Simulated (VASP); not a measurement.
# Al2Pt (Fm-3m) in VASP: a series of runs

One crystal, Al2Pt, is run at these levels: PBE; tasks: single point, relaxation of cell and atoms.

All numbers are computed with VASP 6.6.1; they aren't measurements. Logs are shortened: lines on timing, memory, paths and dates and some standing lists are left out, and cuts for length are marked.

## 1. Starting point

The structure is cubic, space group Fm-3m (No. 225). The conventional cell has a = 5.946 Å, b = 5.946 Å, c = 5.946 Å, α = 90.00°, β = 90.00°, γ = 90.00°. Al (site symmetry -43m) is surrounded by 4 Pt at 2.57 Å. Pt (site symmetry m-3m) is surrounded by 8 Al at 2.57 Å.

The cell comes from a database or a generator and needn't be the stable form of this composition.

## 2. Single point, PBE

INCAR reads:

```
SYSTEM = Al2Pt
ALGO = Normal ; EDIFF = 1E-6
ENCUT = 520 ; GGA = PE
ISIF = 2 ; ISMEAR = 0
LASPH = .True. ; LCHARG = .False.
LREAL = .False. ; LWAVE = .False.
NBANDS = 15 ; NELM = 100
PREC = Accurate ; SIGMA = 0.1
```

KPOINTS reads:

```
k-points
0
Gamma
  14 14 14
  0 0 0
```

POSCAR reads:

```
Al2Pt
1.0
    0.0000000000      2.9731852213      2.9731852213
    2.9731852213      0.0000000000      2.9731852213
    2.9731852213      2.9731852213      0.0000000000
Al Pt
2 1
Direct
    0.2500000000      0.2500000000      0.2500000000
    0.7500000000      0.7500000000      0.7500000000
    0.0000000000      0.0000000000      0.0000000000
```

Potentials or basis: VASP PAW PBE potentials, release 64 (Al, Pt).

Command:

```console
> cat potpaw_PBE.64/Al/POTCAR potpaw_PBE.64/Pt/POTCAR > POTCAR
> mpirun -np 1 vasp_std > vasp.out
```

OUTCAR:

```text
SYSTEM = Al2Pt
   EDIFF = 1E-6
   ENCUT = 520
   GGA = PE
   ISIF = 2
   ISMEAR = 0
   LASPH = .True.
   LREAL = .False.
   NELM = 100
   PREC = Accurate

 ion  position               nearest neighbor table
   1  0.250  0.250  0.250-   3 2.57   3 2.57   3 2.57   3 2.57   2 2.97   2 2.97   2 2.97   2 2.97
                             2 2.97   2 2.97
   2  0.750  0.750  0.750-   3 2.57   3 2.57   3 2.57   3 2.57   1 2.97   1 2.97   1 2.97   1 2.97
                             1 2.97   1 2.97
   3  0.000  0.000  0.000-   1 2.57   2 2.57   2 2.57   2 2.57   2 2.57   1 2.57   1 2.57   1 2.57

  LATTYP: Found a face centered cubic cell.
 ALAT       =     5.9463704426

  Lattice vectors:

 A1 = (   0.0000000000,   2.9731852213,   2.9731852213)
 A2 = (   2.9731852213,   0.0000000000,   2.9731852213)
 A3 = (   2.9731852213,   2.9731852213,   0.0000000000)

Analysis of symmetry for initial positions (statically):
=====================================================================
 Subroutine PRICEL returns:
 Original cell was already a primitive cell.

 Routine SETGRP: Setting up the symmetry group for a
 face centered cubic supercell.

 Subroutine GETGRP returns: Found 48 space group operations
 (whereof 48 operations were pure point group operations)
 out of a pool of 48 trial point group operations.

The static configuration has the point symmetry O_h .

Analysis of symmetry for dynamics (positions and initial velocities):
=====================================================================
 Subroutine PRICEL returns:
 Original cell was already a primitive cell.

 Routine SETGRP: Setting up the symmetry group for a
 face centered cubic supercell.

 Subroutine GETGRP returns: Found 48 space group operations
 (whereof 48 operations were pure point group operations)
 out of a pool of 48 trial point group operations.

The dynamic configuration has the point symmetry O_h .

 Subroutine INISYM returns: Found 48 space group operations
 (whereof 48 operations are pure point group operations),
 and found     1 'primitive' translations

----------------------------------------------------------------------------------------

                                     Primitive cell

  volume of cell :      52.5649

  direct lattice vectors                    reciprocal lattice vectors
     0.000000000  2.973185221  2.973185221    -0.168169812  0.168169812  0.168169812
     2.973185221  0.000000000  2.973185221     0.168169812 -0.168169812  0.168169812
     2.973185221  2.973185221  0.000000000     0.168169812  0.168169812 -0.168169812

  length of vectors
     4.204718863  4.204718863  4.204718863     0.291278659  0.291278659  0.291278659

  position of ions in fractional coordinates (direct lattice)
     0.250000000  0.250000000  0.250000000
     0.750000000  0.750000000  0.750000000
     0.000000000  0.000000000  0.000000000

  ion indices of the primitive-cell ions
   primitive index   ion index
                 1           1
                 2           2
                 3           3

----------------------------------------------------------------------------------------

 KPOINTS: k-points

Automatic generation of k-mesh.
 Grid dimensions read from file:
 generate k-points for:   14   14   14

 Generating k-lattice:

  Cartesian coordinates                     Fractional coordinates (reciprocal lattice)
    -0.012012129  0.012012129  0.012012129     0.071428571  0.000000000  0.000000000
     0.012012129 -0.012012129  0.012012129     0.000000000  0.071428571  0.000000000
     0.012012129  0.012012129 -0.012012129     0.000000000  0.000000000  0.071428571

  Length of vectors
     0.020805618  0.020805618  0.020805618

  Shift w.r.t. Gamma in fractional coordinates (k-lattice)
     0.000000000  0.000000000  0.000000000

 Subroutine IBZKPT returns following result:
 ===========================================

 Found    104 irreducible k-points:

 Following reciprocal coordinates:
            Coordinates               Weight
  0.000000  0.000000  0.000000      1.000000
  0.071429  0.000000  0.000000      8.000000
  0.142857  0.000000  0.000000      8.000000
  0.214286  0.000000  0.000000      8.000000
  0.285714  0.000000  0.000000      8.000000
  0.357143  0.000000  0.000000      8.000000
[... 16 lines left out ...]
  0.214286  0.142857  0.000000     24.000000
  0.285714  0.142857  0.000000     24.000000
 [... further k-points ...]
   k-points           NKPTS =    104   k-points in BZ     NKDIM =    104   number of bands    NBANDS=     15
   number of dos      NEDOS =    301   number of ions     NIONS =      3
   total plane-waves  NPLWV =  32768
   dimension x,y,z NGX =    32 NGY =   32 NGZ =   32
   dimension x,y,z NGXF=    64 NGYF=   64 NGZF=   64
   ions per type =               2   1
   NGX,Y,Z   is equivalent  to a cutoff of  12.65, 12.65, 12.65 a.u.
   NGXF,Y,Z  is equivalent  to a cutoff of  25.30, 25.30, 25.30 a.u.
 SYSTEM =  Al2Pt
   PREC   = accura    normal or accurate (medium, high low for compatibility)
   ISTART =      0    job   : 0-new  1-cont  2-samecut
   ICHARG =      2    charge: 1-file 2-atom 10-const
   ISPIN  =      1    spin polarized calculation?
   LNONCOLLINEAR =      F non collinear calculations
   LSORBIT =      F    spin-orbit coupling
   LASPH  =      T    aspherical Exc in radial PAW
   ENCUT  =  520.0 eV  38.22 Ry    6.18 a.u.   7.82  7.82  7.82*2*pi/ulx,y,z
   NELM   =    100;   NELMIN=  2; NELMDL= -5     # of ELM steps
   EDIFF  = 0.1E-05   stopping-criterion for ELM
   LREAL  =      F    real-space projection
   EDIFFG = 0.1E-04   stopping-criterion for IOM
   NSW    =      0    number of steps for IOM
   IBRION =     -1    ionic relax: 0-MD 1-quasi-New 2-CG
   NFREE  =      0    steps in history (QN), initial steepest desc. (CG)
   ISIF   =      2    stress and relaxation
   ISYM   =      2    0-nonsym 1-usesym 2-fastsym
   POTIM  = 0.5000    time-step for ionic-motion
   TEBEG  =    0.0;   TEEND  =   0.0 temperature during run
   PSTRESS=    0.0 pullay stress
   NELECT =      16.0000    total number of electrons
   NUPDOWN=      -1.0000    fix difference up-down
   EMIN   =  10.00;   EMAX   =-10.00  energy-range for DOS
   EFERMI =   0.00;   METHOD = LEGACY
   ISMEAR =     0;   SIGMA  =   0.10  broadening in eV -4-tet -1-fermi 0-gaus
   EFERMI_NEDOS =   21; number of points for ismear=-14 and -15
   IALGO  =     38    algorithm
   IMIX   =      4    mixing-type and parameters
     AMIX     =   0.40;   BMIX     =  1.00
     AMIX_MAG =   1.60;   BMIX_MAG =  1.00
  volume/ion in A,a.u.               =      17.52       118.24
  Fermi-wavevector in a.u.,A,eV,Ry     =   1.101242  2.081046 16.500254  1.212734
  Thomas-Fermi vector in A             =   2.237666
   LORBIT       =      0    0 simple, 1 ext, 2 COOP (PROOUT), +10 PAW based schemes
   GGA     = PE    functional components
   LHFCALC =     F    Hartree Fock is set to
   AEXX    =    0.0000 exact exchange contribution
   IVDW    =     0    specifies the selected vdW correction
   LEPSILON=     F    determine dielectric tensor
   LRPA    =     F    only Hartree local field effects (RPA)
 non-spin polarized calculation
 Gauss-broadening in eV      SIGMA  =   0.10
  energy-cutoff  :      520.00
  volume of cell :       52.56
 maximum number of plane-waves:      1428
   NGX = 15   NGY = 15   NGZ = 15

 number of electron      16.0000000 magnetization

 Free energy of the ion-electron system (eV)
  ---------------------------------------------------
  ext. energy  EPLUGINS =         0.00000000
  ---------------------------------------------------
  free energy    TOTEN  =       -16.25637559 eV

  energy without entropy =      -16.25001658  energy(sigma->0) =      -16.25319608

 E-fermi :   7.7008     XC(G=0): -10.6213

 val. band max:        7.6942975275   @ k =   0.5000   0.2143   0.0000
 cond. band min:       7.7096456827   @ k =  -0.1429   0.2143   0.0714
 fundamental gap:      0.0153481551
 Fermi energy:         7.7008005313

 k-point     1 :       0.0000    0.0000    0.0000
  band No.  band energies     occupation
      1      -2.4152      2.00000
      2       2.7275      2.00000
      3       2.7275      2.00000
      4       2.7275      2.00000
      5       4.0632      2.00000
      6       4.0632      2.00000
      7      10.4997      0.00000
      8      11.4929      0.00000
      9      11.4929      0.00000
     10      11.4929      0.00000
     11      12.9901      0.00000
     12      12.9901      0.00000
     13      12.9901      0.00000
     14      13.9551      0.00000
     15      13.9551      0.00000

 k-point     2 :       0.0714    0.0000    0.0000
  band No.  band energies     occupation
      1      -2.3458      2.00000
      2       2.6843      2.00000
      3       2.7512      2.00000
      4       2.7512      2.00000
      5       4.0546      2.00000
      6       4.0546      2.00000
      7      10.3031      0.00000
      8      10.8002      0.00000
      9      11.2708      0.00000
     10      11.2708      0.00000
     11      13.2387      0.00000
     12      13.2387      0.00000
     13      13.6194      0.00000
     14      13.8121      0.00000
     15      13.8121      0.00000
[... 365 lines left out ...]
      3       2.9450      2.00000
      4       2.9474      2.00000
      5       3.8041      2.00000
      6       4.1852      2.00000
      7       8.3660      0.00000
      8       9.2050      0.00000
      9       9.6690      0.00000
     10      10.8425      0.00000
     11      12.1473      0.00000
     12      13.8782      0.00000
     13      14.3695      0.00000
     14      14.4555      0.00000
     15      15.7586      0.00000

 k-point    24 :       0.2857    0.1429    0.0000
  band No.  band energies     occupation
      1      -1.4224      2.00000
      2       2.2280      2.00000
      3       3.0198      2.00000
      4       3.0384      2.00000
      5       3.7789      2.00000
      6       4.2269      2.00000
      7       6.9682      2.00000
      8       8.7524      0.00000
      9       9.2334      0.00000
     10      11.1092      0.00000
     11      12.4473      0.00000
     12      13.8870      0.00000
     13      14.1001      0.00000
     14      14.3353      0.00000
     15      16.4597      0.00000

 [... further k-points ...]

------------------------ aborting loop because EDIFF is reached ----------------------------------------

  FORCE on cell =-STRESS in cart. coord.  units (eV):
  Direction    XX          YY          ZZ          XY          YZ          ZX
  --------------------------------------------------------------------------------------
  -------------------------------------------------------------------------------------
  Total       -0.0620619     -0.0620619     -0.0620619     -0.0000000     -0.0000000      0.0000000
  in kB       -1.8916447     -1.8916447     -1.8916447     -0.0000000     -0.0000000      0.0000000
  external PRESSURE =      -1.8916447 kB  Pullay stress =       0.0000000 kB

 VOLUME and BASIS-vectors are now :
 -----------------------------------------------------------------------------
  energy-cutoff  :      520.00
  volume of cell :       52.56
      direct lattice vectors                 reciprocal lattice vectors
     0.000000000  2.973185221  2.973185221    -0.168169812  0.168169812  0.168169812
     2.973185221  0.000000000  2.973185221     0.168169812 -0.168169812  0.168169812
     2.973185221  2.973185221  0.000000000     0.168169812  0.168169812 -0.168169812

 POSITION                                       TOTAL-FORCE (eV/Angst)
 -----------------------------------------------------------------------------------
      1.48659      1.48659      1.48659         0.000000      0.000000      0.000000
      4.45978      4.45978      4.45978        -0.000000      0.000000     -0.000000
      0.00000      0.00000      0.00000        -0.000000     -0.000000     -0.000000
 -----------------------------------------------------------------------------------
    total drift:                                0.000000     -0.000000      0.000000

  FREE ENERGIE OF THE ION-ELECTRON SYSTEM (eV)
  ---------------------------------------------------
  free  energy   TOTEN  =       -16.2563755897 eV

  energy  without entropy=      -16.2500165774  energy(sigma->0) =      -16.25319608
```

Run time: 26 s. Hardware: 1 thread of AMD EPYC 9R45 (Zen 5), shared host; peak memory 0.2 GiB.

Results:

- Free energy: -16.2564 eV
- Pressure: -0.2 GPa
- Band gap on the k mesh: none (metal or under the smearing width)

## 3. Relaxation of cell and atoms, PBE

This run uses another cell than the first one, of 17.10 Å³/atom, 0.976 times its volume.

INCAR reads:

```
PREC     = Accurate       # precision mode
ENCUT    = 600            # plane-wave cutoff, eV
EDIFF    = 1E-7           # SCF threshold, eV
ISMEAR   = 0              # smearing method
SIGMA    = 0.1            # smearing width, eV
LREAL    = False          # projectors in reciprocal space
LASPH    = True           # aspherical terms in the spheres
NELM     = 100            # most SCF steps
ALGO     = Fast           # electronic algorithm
ISIF     = 3              # what is computed and relaxed
LWAVE    = False          # write WAVECAR
LCHARG   = False          # write CHGCAR
GGA      = PE             # functional
IBRION   = 2              # ionic algorithm
NSW      = 100            # ionic steps
EDIFFG   = -0.01          # ionic threshold
```

KPOINTS reads:

```
Automatic mesh
0
Gamma
  14 14 14
```

POSCAR reads:

```
Al2Pt
1.0
    0.0000000000      2.9491705900      2.9491705900
    2.9491705900      0.0000000000      2.9491705900
    2.9491705900      2.9491705900      0.0000000000
Al Pt
2 1
Direct
    0.2500000000      0.2500000000      0.2500000000
    0.7500000000      0.7500000000      0.7500000000
    0.0000000000      0.0000000000      0.0000000000
```

Potentials or basis: VASP PAW PBE potentials, release 64 (Al, Pt).

Command:

```console
> cat potpaw_PBE.64/Al/POTCAR potpaw_PBE.64/Pt/POTCAR > POTCAR
> mpirun -np 1 vasp_std > vasp.out
```

OUTCAR:

```text
PREC = Accurate
   ENCUT = 600
   EDIFF = 1E-7
   ISMEAR = 0
   LREAL = False
   LASPH = True
   NELM = 100
   ISIF = 3
   GGA = PE
   IBRION = 2
   NSW = 100
   EDIFFG = -0.01

 ion  position               nearest neighbor table
   1  0.250  0.250  0.250-   3 2.55   3 2.55   3 2.55   3 2.55   2 2.95   2 2.95   2 2.95   2 2.95
                             2 2.95   2 2.95
   2  0.750  0.750  0.750-   3 2.55   3 2.55   3 2.55   3 2.55   1 2.95   1 2.95   1 2.95   1 2.95
                             1 2.95   1 2.95
   3  0.000  0.000  0.000-   1 2.55   2 2.55   2 2.55   2 2.55   2 2.55   1 2.55   1 2.55   1 2.55

  LATTYP: Found a face centered cubic cell.
 ALAT       =     5.8983411800

  Lattice vectors:

 A1 = (   0.0000000000,   2.9491705900,   2.9491705900)
 A2 = (   2.9491705900,   0.0000000000,   2.9491705900)
 A3 = (   2.9491705900,   2.9491705900,   0.0000000000)
[... 278 lines left out ...]
      4       2.7342      2.00000
      5       4.0711      2.00000
      6       4.0711      2.00000
      7      10.5202      0.00000
      8      11.5063      0.00000
      9      11.5063      0.00000
     10      11.5063      0.00000
     11      13.0084      0.00000
     12      13.0084      0.00000
[... 331 lines left out ...]
 k-point    24 :       0.2857    0.1429    0.0000
  band No.  band energies     occupation
      1      -1.4166      2.00000
      2       2.2349      2.00000
      3       3.0268      2.00000
      4       3.0454      2.00000
      5       3.7864      2.00000
      6       4.2351      2.00000
      7       6.9802      2.00000
      8       8.7652      0.00000
      9       9.2480      0.00000
     10      11.1272      0.00000
     11      12.4623      0.00000
     12      13.9068      0.00000

 [... further k-points ...]

------------------------ aborting loop because EDIFF is reached ----------------------------------------

  FORCE on cell =-STRESS in cart. coord.  units (eV):
  Direction    XX          YY          ZZ          XY          YZ          ZX
  --------------------------------------------------------------------------------------
  -------------------------------------------------------------------------------------
  Total       -0.0068845     -0.0068845     -0.0068845      0.0000000     -0.0000000     -0.0000000
  in kB       -0.2100653     -0.2100653     -0.2100653      0.0000000     -0.0000000     -0.0000000
  external PRESSURE =      -0.2100653 kB  Pullay stress =       0.0000000 kB
[... 18 lines left out ...]
  FREE ENERGIE OF THE ION-ELECTRON SYSTEM (eV)
  ---------------------------------------------------
  free  energy   TOTEN  =       -16.2562327614 eV

  energy  without entropy=      -16.2498812544  energy(sigma->0) =      -16.25305701

 reached required accuracy - stopping structural energy minimisation
```

Wall time 1.9 min (1 thread of AMD EPYC 9R45 (Zen 5), shared host); peak memory 0.24 GiB.

What came out:

* Free energy: -16.2562 eV
* Relaxed volume: 17.50 Å³/atom
* Relaxed cell: a = 4.203 Å, b = 4.203 Å, c = 4.203 Å, α = 60.00°, β = 60.00°, γ = 60.00°
* Space group after relaxing (to 0.05 Å): Fm-3m (No. 225)
* Energy gained by relaxing: 3.8 meV/atom
* Ionic steps: 3
* Pressure after relaxing: 0.0 GPa
* Band gap on the k mesh: none (metal or under the smearing width)

The path:
| step | energy change (eV) | largest force (eV/Å) | pressure (GPa) | volume (Å³) |
| --- | --- | --- | --- | --- |
| 1 | 0.0000 | 0.0000 | 3.15 | 51.30 |
| 2 | 0.0019 | 0.0000 | -3.18 | 53.84 |
| 3 | -0.0115 | 0.0000 | -0.02 | 52.51 |

Final structure:
```
CELL_PARAMETERS angstrom
0.00000 2.97212 2.97212
2.97212 0.00000 2.97212
2.97212 2.97212 0.00000
ATOMIC_POSITIONS crystal
Al 0.25000 0.25000 0.25000
Al 0.75000 0.75000 0.75000
Pt 0.00000 0.00000 0.00000
```

Levels at points of the mesh, in eV from the Fermi level:
| k point | band 6 | band 7 | band 8 | band 9 | band 10 | band 11 |
| --- | --- | --- | --- | --- | --- | --- |
| (0.00, 0.00, 0.00) | -3.64 | 2.81 | 3.79 | 3.79 | 3.79 | 5.30 |
| (0.50, 0.00, 0.00) | -3.43 | -3.43 | 1.00 | 1.00 | 3.72 | 5.06 |
| (0.50, 0.50, 0.00) | -3.38 | -3.16 | -1.59 | -1.59 | 3.01 | 3.34 |

Spin-orbit coupling is left out, which matters for the levels of Pt.

## 4. Single point, PBE

This run uses another cell than the first one, of 17.10 Å³/atom, 0.976 times its volume.

INCAR reads:

```
PREC = Accurate
ENCUT = 520
EDIFF = 1E-6
ISMEAR = 0
SIGMA = 0.1
LREAL = F
LASPH = T
NELM = 100
ALGO = Normal
ISIF = 2
LWAVE = F
LCHARG = T
GGA = PE
LELF = T
LVHAR = T
NBANDS = 15
```

KPOINTS reads:

```
regular mesh
0
Gamma
  6 6 6
```

POSCAR is that of step 3.

Command:

```console
> cat potpaw_PBE.64/Al/POTCAR potpaw_PBE.64/Pt/POTCAR > POTCAR
> mpirun -np 1 vasp_std > vasp.out
```

Run time: 5.8 s. Hardware: 1 thread of AMD EPYC 9R45 (Zen 5), shared host; peak memory 0.15 GiB.

Results (log left out):

* Free energy: -16.2585 eV
* Pressure: 3.1 GPa
* Band gap on the k mesh: none (metal or under the smearing width)

Levels at points of the mesh, in eV from the Fermi level:
| k point | band 4 | band 5 | band 6 | band 7 | band 8 | band 9 | band 10 | band 11 | band 12 | band 13 |
| --- | --- | --- | --- | --- | --- | --- | --- | --- | --- | --- |
| (0.00, 0.00, 0.00) | -5.11 | -3.75 | -3.75 | 2.98 | 3.80 | 3.80 | 3.80 | 5.42 | 5.42 | 5.42 |
| (0.50, 0.00, 0.00) | -4.79 | -3.75 | -3.53 | -3.53 | 1.00 | 1.00 | 3.76 | 5.16 | 5.16 | 5.41 |
| (0.50, 0.50, 0.00) | -3.83 | -3.83 | -3.46 | -3.25 | -1.64 | -1.64 | 3.16 | 3.37 | 8.05 | 10.80 |

Spin-orbit coupling is left out, which matters for the levels of Pt.

## 5. Overview

```tsv
task	cell	k mesh	cutoff (eV)	gap on the mesh (eV)	pressure (GPa)
single point	Fm-3m, 17.52 Å³/atom	14 × 14 × 14	520	none	-0.2
relaxation of cell and atoms	relaxed	14 × 14 × 14	600	none	0.0
single point	Fm-3m, 17.1 Å³/atom	6 × 6 × 6	520	none	3.1
```

Alike in all rows: level PBE; potentials or basis VASP PAW PBE potentials, release 64 (Al, Pt); no spin polarisation; smearing gaussian 0.1 eV.

Absolute energies hang on the potentials; compare differences alone.
